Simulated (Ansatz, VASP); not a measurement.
# One calculation of EuO, two programs

```
Eu O
1.0
     0.00000    2.58898    2.58898
     2.58898    0.00000    2.58898
     2.58898    2.58898    0.00000
Eu O
1 1
Direct
  0.00000 0.00000 0.00000
  0.50000 0.50000 0.50000
```

Alike in both runs: task single point; functional PBEsol; k mesh 9 × 9 × 9; collinear spin.

```csv
,VASP,Ansatz
version,VASP 6.6.1,Ansatz 0.2.0
potentials or method,"VASP PAW PBE potentials, release 64 (Eu, O)","plane waves, PAW"
plane-wave cutoff (eV),520,476
occupations,"methfessel-paxton of order 1, width 0.1 eV",methfessel-paxton of order 1
valence electrons in the cell,23,23
```

```csv
,VASP,Ansatz,Ansatz less VASP
net moment per atom (μB),3.49,3.49,+0.001
size of the moment on the site where the two differ most (μB),6.60,6.63,+0.024
```

Site moments also hang on the region over which each program counts them. Ansatz warned: «given_moment_on_shells».

Caveats: spin-orbit coupling is left out, which moves the levels of the heavy elements; a cell with one magnetic atom can't hold antiferromagnetic order, which such compounds often take; without U or exact exchange the open f shell lies at the Fermi level, which spoils levels, moments and volumes. With open d or f shells a metallic result of PBEsol can be an artefact of self-interaction; +U or a hybrid may open a gap. The state reached can hang on the start; a lower one may exist.
